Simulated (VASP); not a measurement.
# KBr (Pm-3m) in VASP: further runs

Runs on KBr. Level: PBE. Tasks: single point.

All numbers are computed with VASP 6.6.1; they aren't measurements. Logs are shortened: lines on timing, memory, paths and dates and some standing lists are left out, and cuts for length are marked.

## Step 1: The structure

The structure is cubic, space group Pm-3m (No. 221). The conventional cell has a = 4.043 Å, b = 4.043 Å, c = 4.043 Å, α = 90.00°, β = 90.00°, γ = 90.00°. K (site symmetry m-3m) has 8 Br at 3.50 Å as nearest neighbours. Around Br (site symmetry m-3m) lie 8 K at 3.50 Å.

Measurements of this composition are mostly on another form, of space group No. 225.

## Step 2: Single point, PBE

File INCAR:

```
SYSTEM = KBr
ALGO     = Fast           ! electronic algorithm
EDIFF    = 1E-7           ! SCF threshold, eV
ENCUT    = 520            ! plane-wave cutoff, eV
GGA      = PE             ! functional
ISIF     = 2              ! what is computed and relaxed
ISMEAR   = 0              ! smearing method
LASPH    = .TRUE.         ! aspherical terms in the spheres
LCHARG   = .FALSE.        ! write CHGCAR
LREAL    = .FALSE.        ! projectors in reciprocal space
LWAVE    = .FALSE.        ! write WAVECAR
NBANDS   = 15             ! bands
NELM     = 60             ! most SCF steps
PREC     = Accurate       ! precision mode
SIGMA    = 0.05           ! smearing width, eV
```

File KPOINTS:

```
k-points
0
G
  6 6 6
  0 0 0
```

File POSCAR:

```
KBr
1.0
    4.0434990000      0.0000000000      0.0000000000
    0.0000000000      4.0434990000      0.0000000000
    0.0000000000      0.0000000000      4.0434990000
K Br
1 1
Direct
    0.0000000000      0.0000000000      0.0000000000
    0.5000000000      0.5000000000      0.5000000000
```

Potentials or basis: VASP PAW PBE potentials, release 64 (K_sv, Br).

Started as:

```
> cat potpaw_PBE.64/K_sv/POTCAR potpaw_PBE.64/Br/POTCAR > POTCAR
> mpirun -np 1 vasp_std > vasp.out
```

OUTCAR:

```text
SYSTEM = KBr
   EDIFF = 1E-7
   ENCUT = 520
   GGA = PE
   ISIF = 2
   ISMEAR = 0
   LASPH = .TRUE.
   LREAL = .FALSE.
   NELM = 60
   PREC = Accurate

 ion  position               nearest neighbor table
   1  0.000  0.000  0.000-
   2  0.500  0.500  0.500-

  LATTYP: Found a simple cubic cell.
 ALAT       =     4.0434990000

  Lattice vectors:

 A1 = (   4.0434990000,   0.0000000000,   0.0000000000)
 A2 = (   0.0000000000,   4.0434990000,   0.0000000000)
 A3 = (   0.0000000000,   0.0000000000,   4.0434990000)

Analysis of symmetry for initial positions (statically):
=====================================================================
 Subroutine PRICEL returns:
 Original cell was already a primitive cell.

 Routine SETGRP: Setting up the symmetry group for a
 simple cubic supercell.

 Subroutine GETGRP returns: Found 48 space group operations
 (whereof 48 operations were pure point group operations)
 out of a pool of 48 trial point group operations.

The static configuration has the point symmetry O_h .

Analysis of symmetry for dynamics (positions and initial velocities):
=====================================================================
 Subroutine PRICEL returns:
 Original cell was already a primitive cell.

 Routine SETGRP: Setting up the symmetry group for a
 simple cubic supercell.

 Subroutine GETGRP returns: Found 48 space group operations
 (whereof 48 operations were pure point group operations)
 out of a pool of 48 trial point group operations.

The dynamic configuration has the point symmetry O_h .

 Subroutine INISYM returns: Found 48 space group operations
 (whereof 48 operations are pure point group operations),
 and found     1 'primitive' translations

----------------------------------------------------------------------------------------

                                     Primitive cell

  volume of cell :      66.1107

  direct lattice vectors                    reciprocal lattice vectors
     4.043499000  0.000000000  0.000000000     0.247310559  0.000000000  0.000000000
     0.000000000  4.043499000  0.000000000     0.000000000  0.247310559  0.000000000
     0.000000000  0.000000000  4.043499000     0.000000000  0.000000000  0.247310559

  length of vectors
     4.043499000  4.043499000  4.043499000     0.247310559  0.247310559  0.247310559

  position of ions in fractional coordinates (direct lattice)
     0.000000000  0.000000000  0.000000000
     0.500000000  0.500000000  0.500000000

  ion indices of the primitive-cell ions
   primitive index   ion index
                 1           1
                 2           2

----------------------------------------------------------------------------------------

 KPOINTS: k-points

Automatic generation of k-mesh.
 Grid dimensions read from file:
 generate k-points for:    6    6    6

 Generating k-lattice:

  Cartesian coordinates                     Fractional coordinates (reciprocal lattice)
     0.041218427  0.000000000  0.000000000     0.166666667  0.000000000  0.000000000
     0.000000000  0.041218427  0.000000000     0.000000000  0.166666667  0.000000000
     0.000000000  0.000000000  0.041218427     0.000000000  0.000000000  0.166666667

  Length of vectors
     0.041218427  0.041218427  0.041218427

  Shift w.r.t. Gamma in fractional coordinates (k-lattice)
     0.000000000  0.000000000  0.000000000

 Subroutine IBZKPT returns following result:
 ===========================================

 Found     20 irreducible k-points:

 Following reciprocal coordinates:
            Coordinates               Weight
  0.000000  0.000000  0.000000      1.000000
  0.166667  0.000000  0.000000      6.000000
  0.333333  0.000000  0.000000      6.000000
  0.500000  0.000000  0.000000      3.000000
  0.166667  0.166667  0.000000     12.000000
  0.333333  0.166667  0.000000     24.000000
[... 12 lines left out ...]
  0.500000  0.500000  0.333333      6.000000
  0.500000  0.500000  0.500000      1.000000
   k-points           NKPTS =     20   k-points in BZ     NKDIM =     20   number of bands    NBANDS=     15
   number of dos      NEDOS =    301   number of ions     NIONS =      2
   total plane-waves  NPLWV =  27000
   dimension x,y,z NGX =    30 NGY =   30 NGZ =   30
   dimension x,y,z NGXF=    60 NGYF=   60 NGZF=   60
   ions per type =               1   1
   NGX,Y,Z   is equivalent  to a cutoff of  12.33, 12.33, 12.33 a.u.
   NGXF,Y,Z  is equivalent  to a cutoff of  24.67, 24.67, 24.67 a.u.
 SYSTEM =  KBr
   PREC   = accura    normal or accurate (medium, high low for compatibility)
   ISTART =      0    job   : 0-new  1-cont  2-samecut
   ICHARG =      2    charge: 1-file 2-atom 10-const
   ISPIN  =      1    spin polarized calculation?
   LNONCOLLINEAR =      F non collinear calculations
   LSORBIT =      F    spin-orbit coupling
   LASPH  =      T    aspherical Exc in radial PAW
   ENCUT  =  520.0 eV  38.22 Ry    6.18 a.u.   7.52  7.52  7.52*2*pi/ulx,y,z
   NELM   =     60;   NELMIN=  2; NELMDL= -5     # of ELM steps
   EDIFF  = 0.1E-06   stopping-criterion for ELM
   LREAL  =      F    real-space projection
   EDIFFG = 0.1E-05   stopping-criterion for IOM
   NSW    =      0    number of steps for IOM
   IBRION =     -1    ionic relax: 0-MD 1-quasi-New 2-CG
   NFREE  =      0    steps in history (QN), initial steepest desc. (CG)
   ISIF   =      2    stress and relaxation
   ISYM   =      2    0-nonsym 1-usesym 2-fastsym
   POTIM  = 0.5000    time-step for ionic-motion
   TEBEG  =    0.0;   TEEND  =   0.0 temperature during run
   PSTRESS=    0.0 pullay stress
   NELECT =      16.0000    total number of electrons
   NUPDOWN=      -1.0000    fix difference up-down
   EMIN   =  10.00;   EMAX   =-10.00  energy-range for DOS
   EFERMI =   0.00;   METHOD = LEGACY
   ISMEAR =     0;   SIGMA  =   0.05  broadening in eV -4-tet -1-fermi 0-gaus
   EFERMI_NEDOS =   21; number of points for ismear=-14 and -15
   IALGO  =     68    algorithm
   IMIX   =      4    mixing-type and parameters
     AMIX     =   0.40;   BMIX     =  1.00
     AMIX_MAG =   1.60;   BMIX_MAG =  1.00
  volume/ion in A,a.u.               =      33.06       223.07
  Fermi-wavevector in a.u.,A,eV,Ry     =   1.020213  1.927923 14.161412  1.040834
  Thomas-Fermi vector in A             =   2.153770
   LORBIT       =      0    0 simple, 1 ext, 2 COOP (PROOUT), +10 PAW based schemes
   GGA     = PE    functional components
   LHFCALC =     F    Hartree Fock is set to
   AEXX    =    0.0000 exact exchange contribution
   IVDW    =     0    specifies the selected vdW correction
   LEPSILON=     F    determine dielectric tensor
   LRPA    =     F    only Hartree local field effects (RPA)
 non-spin polarized calculation
 RMM-DIIS sequential band-by-band and
 Gauss-broadening in eV      SIGMA  =   0.05
  energy-cutoff  :      520.00
  volume of cell :       66.11
 maximum number of plane-waves:      1800
   NGX = 15   NGY = 15   NGZ = 15

 number of electron      15.9999999 magnetization

 Free energy of the ion-electron system (eV)
  ---------------------------------------------------
  ext. energy  EPLUGINS =         0.00000000
  ---------------------------------------------------
  free energy    TOTEN  =        -6.07830018 eV

  energy without entropy =       -6.07830018  energy(sigma->0) =       -6.07830018

 E-fermi :  -0.5101     XC(G=0):  -7.8247

 val. band max:       -0.7618182395   @ k =   0.5000   0.5000   0.0000
 cond. band min:       3.1016832526   @ k =   0.0000   0.0000   0.0000
 fundamental gap:      3.8635014921
 Fermi energy:        -0.5100971864

 k-point     1 :       0.0000    0.0000    0.0000
  band No.  band energies     occupation
      1     -29.4315      2.00000
      2     -13.5369      2.00000
      3     -12.8559      2.00000
      4     -12.8559      2.00000
      5     -12.8559      2.00000
      6      -1.0219      2.00000
      7      -1.0219      2.00000
      8      -1.0219      2.00000
      9       3.1017      0.00000
     10       5.0933      0.00000
     11       5.0933      0.00000
     12       8.8926      0.00000
     13       8.8926      0.00000
     14       8.8926      0.00000
     15      11.5457      0.00000

 k-point     2 :       0.1667    0.0000    0.0000
  band No.  band energies     occupation
      1     -29.4289      2.00000
      2     -13.5857      2.00000
      3     -12.8512      2.00000
      4     -12.8512      2.00000
      5     -12.8022      2.00000
      6      -1.5614      2.00000
      7      -1.0148      2.00000
      8      -1.0148      2.00000
      9       3.7208      0.00000
     10       5.3039      0.00000
     11       5.6436      0.00000
     12       8.8128      0.00000
     13       8.8128      0.00000
     14       9.0055      0.00000
     15      10.6034      0.00000

 k-point     3 :       0.3333    0.0000    0.0000
  band No.  band energies     occupation
      1     -29.4239      2.00000
      2     -13.6741      2.00000
      3     -12.8416      2.00000
      4     -12.8416      2.00000
      5     -12.7006      2.00000
      6      -2.3698      2.00000
      7      -1.0010      2.00000
      8      -1.0010      2.00000
      9       4.8983      0.00000
     10       5.8890      0.00000
     11       6.6730      0.00000
     12       8.7829      0.00000
     13       8.7829      0.00000
     14       9.0467      0.00000
     15       9.2650      0.00000

 k-point     4 :       0.5000    0.0000    0.0000
  band No.  band energies     occupation
      1     -29.4214      2.00000
      2     -13.7151      2.00000
      3     -12.8369      2.00000
      4     -12.8369      2.00000
      5     -12.6512      2.00000
      6      -2.7020      2.00000
      7      -0.9944      2.00000
      8      -0.9944      2.00000
      9       5.7206      0.00000
     10       6.4140      0.00000
     11       6.8922      0.00000
     12       8.1499      0.00000
     13       8.8902      0.00000
     14       8.8902      0.00000
     15      10.0643      0.00000
[... 235 lines left out ...]
 k-point    18 :       0.5000    0.3333    0.3333
  band No.  band energies     occupation
      1     -29.4075      2.00000
      2     -13.2852      2.00000
      3     -12.9399      2.00000
      4     -12.9328      2.00000
      5     -12.9246      2.00000
      6      -2.1990      2.00000
      7      -1.9231      2.00000
      8      -1.8477      2.00000
      9       5.8994      0.00000
     10       6.4815      0.00000
     11       6.8763      0.00000
     12       7.9625      0.00000
     13       8.4331      0.00000
     14       8.6705      0.00000
     15      10.3751      0.00000

 k-point    19 :       0.5000    0.5000    0.3333
  band No.  band energies     occupation
      1     -29.4053      2.00000
      2     -13.2034      2.00000
      3     -12.9724      2.00000
      4     -12.9724      2.00000
      5     -12.9294      2.00000
      6      -2.1681      2.00000
      7      -2.1681      2.00000
      8      -1.8815      2.00000
      9       5.8831      0.00000
     10       6.7719      0.00000
     11       6.7719      0.00000
     12       7.9442      0.00000
     13       8.8313      0.00000
     14       8.8313      0.00000
     15      10.3434      0.00000

 k-point    20 :       0.5000    0.5000    0.5000
  band No.  band energies     occupation
      1     -29.4030      2.00000
      2     -13.1720      2.00000
      3     -12.9644      2.00000
      4     -12.9644      2.00000
      5     -12.9644      2.00000
      6      -2.1768      2.00000
      7      -2.1768      2.00000
      8      -2.1768      2.00000
      9       6.6421      0.00000
     10       6.6421      0.00000
     11       6.6421      0.00000
     12       8.6222      0.00000
     13       8.6222      0.00000
     14       8.6222      0.00000
     15      10.3674      0.00000

------------------------ aborting loop because EDIFF is reached ----------------------------------------

  FORCE on cell =-STRESS in cart. coord.  units (eV):
  Direction    XX          YY          ZZ          XY          YZ          ZX
  --------------------------------------------------------------------------------------
  -------------------------------------------------------------------------------------
  Total       -0.0087747     -0.0087747     -0.0087747     -0.0000000     -0.0000000     -0.0000000
  in kB       -0.2126526     -0.2126526     -0.2126526     -0.0000000     -0.0000000     -0.0000000
  external PRESSURE =      -0.2126526 kB  Pullay stress =       0.0000000 kB

 VOLUME and BASIS-vectors are now :
 -----------------------------------------------------------------------------
  energy-cutoff  :      520.00
  volume of cell :       66.11
      direct lattice vectors                 reciprocal lattice vectors
     4.043499000  0.000000000  0.000000000     0.247310559  0.000000000  0.000000000
     0.000000000  4.043499000  0.000000000     0.000000000  0.247310559  0.000000000
     0.000000000  0.000000000  4.043499000     0.000000000  0.000000000  0.247310559

 POSITION                                       TOTAL-FORCE (eV/Angst)
 -----------------------------------------------------------------------------------
      0.00000      0.00000      0.00000         0.000000      0.000000      0.000000
      2.02175      2.02175      2.02175         0.000000      0.000000      0.000000
 -----------------------------------------------------------------------------------
    total drift:                                0.000000      0.000000     -0.000000

  FREE ENERGIE OF THE ION-ELECTRON SYSTEM (eV)
  ---------------------------------------------------
  free  energy   TOTEN  =        -6.0783001785 eV

  energy  without entropy=       -6.0783001785  energy(sigma->0) =       -6.07830018
```

Wall time 41 s (1 thread of Intel Xeon Platinum 8175M at 2.50GHz (Skylake/Cascade Lake), shared host); peak memory 0.16 GiB.

What came out:

| Property | Result |
| --- | --- |
| Free energy | -6.0783 eV |
| Pressure | 0.0 GPa |
| Band gap on the k mesh | 3.86 eV, indirect (least direct gap 4.12 eV) |

Levels at points of the mesh, in eV from the valence-band top:
```csv
k point,band 5,band 6,band 7,band 8,band 9,band 10,band 11,band 12
"(0.00, 0.00, 0.00)",-12.09,-0.26,-0.26,-0.26,3.86,5.86,5.86,9.65
"(0.50, 0.00, 0.00)",-11.89,-1.94,-0.23,-0.23,6.48,7.18,7.65,8.91
"(0.50, 0.50, 0.00)",-12.06,-1.38,-1.38,0.00,5.22,6.50,8.05,8.05
"(0.50, 0.50, 0.50)",-12.20,-1.42,-1.42,-1.42,7.40,7.40,7.40,9.38
```

A k mesh can miss the band edges. PBE gaps usually lie below the measured ones, often by a third to a half.

## Step 3: Single point, PBE

File INCAR:

```
SYSTEM = KBr
PREC = Accurate
ENCUT = 520
EDIFF = 1E-7
ISMEAR = 0
SIGMA = 0.05
LREAL = .FALSE.
LASPH = .TRUE.
NELM = 80
ALGO = Normal
ISIF = 2
LWAVE = .FALSE.
LCHARG = .TRUE.
GGA = PE
LELF = .TRUE.
LVHAR = .TRUE.
NBANDS = 15
```

File KPOINTS:

```
Automatic mesh
0
Gamma
  6 6 6
  0.5 0.5 0.5
```

POSCAR is that of step 2.

Potentials or basis: VASP PAW PBE potentials, release 64 (K_sv, Br).

Started as:

```
> cat potpaw_PBE.64/K_sv/POTCAR potpaw_PBE.64/Br/POTCAR > POTCAR
> mpirun -np 1 vasp_std > vasp.out
```

OUTCAR:

```text
SYSTEM = KBr
   PREC = Accurate
   ENCUT = 520
   EDIFF = 1E-7
   ISMEAR = 0
   LREAL = .FALSE.
   LASPH = .TRUE.
   NELM = 80
   ISIF = 2
   GGA = PE

 ion  position               nearest neighbor table
   1  0.000  0.000  0.000-
   2  0.500  0.500  0.500-

  LATTYP: Found a simple cubic cell.
 ALAT       =     4.0434990000

  Lattice vectors:

 A1 = (   4.0434990000,   0.0000000000,   0.0000000000)
 A2 = (   0.0000000000,   4.0434990000,   0.0000000000)
 A3 = (   0.0000000000,   0.0000000000,   4.0434990000)

Analysis of symmetry for initial positions (statically):
=====================================================================
 Subroutine PRICEL returns:
 Original cell was already a primitive cell.

 Routine SETGRP: Setting up the symmetry group for a
 simple cubic supercell.

 Subroutine GETGRP returns: Found 48 space group operations
 (whereof 48 operations were pure point group operations)
 out of a pool of 48 trial point group operations.

The static configuration has the point symmetry O_h .
[... 157 lines left out ...]
      1     -29.4293      2.00000
      2     -13.5680      2.00000
      3     -12.8639      2.00000
      4     -12.8639      2.00000
      5     -12.7992      2.00000
      6      -1.2562      2.00000
      7      -1.1227      2.00000
      8      -1.1227      2.00000
      9       3.6080      0.00000
     10       5.3820      0.00000
     11       5.3820      0.00000
     12       8.7111      0.00000
     13       8.7111      0.00000
     14       9.1394      0.00000
[... 149 lines left out ...]
      2     -13.2108      2.00000
      3     -12.9579      2.00000
      4     -12.9579      2.00000
      5     -12.9474      2.00000
      6      -2.1095      2.00000
      7      -2.1095      2.00000
      8      -2.0818      2.00000
      9       6.2825      0.00000
     10       6.6292      0.00000
     11       6.6292      0.00000
     12       8.3320      0.00000
     13       8.6043      0.00000
     14       8.6043      0.00000
     15      10.4754      0.00000

------------------------ aborting loop because EDIFF is reached ----------------------------------------

  FORCE on cell =-STRESS in cart. coord.  units (eV):
  Direction    XX          YY          ZZ          XY          YZ          ZX
  --------------------------------------------------------------------------------------
  -------------------------------------------------------------------------------------
  Total       -0.0097160     -0.0097160     -0.0097160      0.0000000      0.0000000     -0.0000000
  in kB       -0.2354648     -0.2354648     -0.2354648      0.0000000      0.0000000     -0.0000000
  external PRESSURE =      -0.2354648 kB  Pullay stress =       0.0000000 kB

 VOLUME and BASIS-vectors are now :
 -----------------------------------------------------------------------------
  energy-cutoff  :      520.00
  volume of cell :       66.11
      direct lattice vectors                 reciprocal lattice vectors
     4.043499000  0.000000000  0.000000000     0.247310559  0.000000000  0.000000000
     0.000000000  4.043499000  0.000000000     0.000000000  0.247310559  0.000000000
     0.000000000  0.000000000  4.043499000     0.000000000  0.000000000  0.247310559

 POSITION                                       TOTAL-FORCE (eV/Angst)
 -----------------------------------------------------------------------------------
      0.00000      0.00000      0.00000         0.000000      0.000000      0.000000
      2.02175      2.02175      2.02175         0.000000      0.000000      0.000000
 -----------------------------------------------------------------------------------
    total drift:                                0.000000      0.000000     -0.000000

  FREE ENERGIE OF THE ION-ELECTRON SYSTEM (eV)
  ---------------------------------------------------
  free  energy   TOTEN  =        -6.0785348709 eV

  energy  without entropy=       -6.0785348709  energy(sigma->0) =       -6.07853487
```

Wall time 21 s (1 thread of Intel Xeon Platinum 8175M at 2.50GHz (Skylake/Cascade Lake), shared host); peak memory 0.16 GiB.

What came out:

* Free energy: -6.0785 eV
* Pressure: 0.0 GPa
* Band gap on the k mesh: 4.52 eV, indirect (least direct gap 4.73 eV)

Levels at points of the mesh, in eV from the valence-band top:
| k point | band 6 | band 7 | band 8 | band 9 | band 10 | band 11 |
| --- | --- | --- | --- | --- | --- | --- |
| (0.08, 0.08, 0.08) | -0.34 | -0.21 | -0.21 | 4.52 | 6.29 | 6.29 |

A k mesh can miss the band edges. PBE gaps usually lie below the measured ones, often by a third to a half.
